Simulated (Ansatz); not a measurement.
# NaF: the cost of one run

Code: Ansatz 0.2.0. PAW datasets, plane waves. All values are calculated for a non-magnetic cell, which may be hypothetical.

### 1 The system as given

The unstrained cell was relaxed with r2SCAN; in each strained cell the atoms were relaxed again with r2SCAN. Names of k-points are those of the unstrained zone, where strain can split equivalent points. First state: +1.5 % biaxial strain in x and y, free along z.

Space group P6_3/mmc (No. 194), hexagonal; conventional cell a = 3.926 Å, c = 4.530 Å, 15.12 Å³ an atom. Na has 5 F at 2.26–2.27 Å; F has 5 Na at 2.26–2.27 Å.

The structure in full:

```
CELL_PARAMETERS angstrom
3.92609 0.00000 0.00000
-1.96304 3.40009 0.00000
0.00000 0.00000 4.52965
ATOMIC_POSITIONS crystal
Na 0.33333 0.66667 0.93750
Na 0.66667 0.33333 0.43750
F 0.33333 0.66667 0.43750
F 0.66667 0.33333 0.93750
```

From earlier runs on the unstrained cell: PBE 5.69 eV, r2SCAN 6.34 eV, HSE06 7.74 eV; a = 3.868 Å, c = 4.551 Å.

### 2 +1.5 % biaxial strain in x and y, free along z: PBE

Contents of input.yaml:

```yaml
crystal:
  lattice:
    - [3.9260856114, 0.0, 0.0]
    - [-1.9630428057, 3.4000898769, 0.0]
    - [0.0, 0.0, 4.5296501438]
  atoms:
    - { symbol: Na, position: [0.3333333333, 0.6666666667, -0.0625] }
    - { symbol: Na, position: [0.6666666667, 0.3333333333, 0.4375] }
    - { symbol: F, position: [0.3333333333, 0.6666666667, 0.4375] }
    - { symbol: F, position: [0.6666666667, 0.3333333333, 0.9375] }
kpoints:
  mp_grid: { grid: [12, 12, 6] }
  band_path:
    path:
      - [0.0, 0.0, 0.0]
      - [0.5, 0.0, 0.0]
      - [0.3333333333, 0.3333333333, 0.0]
      - [0.0, 0.0, 0.5]
      - [0.5, 0.0, 0.5]
      - [0.3333333333, 0.3333333333, 0.5]
    npoints: 1
hamiltonian:
  xc: pbe
scf:
  occupations: { method: fermi_dirac, width: 0.02 }
  n_extra_bands: 5
output:
  forces: true
  stress: true
  eigenvalues: true
```

The run is started by

```bash
ansatz run input.yaml --threads 2 --pin off --max-ram 2211MiB --backend cpu --events-out ev --progress --plain --runs-dir out
```

**Question.** How long does this run take on 2 threads of Arm Neoverse N1, shared host, and how much memory does it need?

About 4.6 s, with a peak of 0.35 GiB.
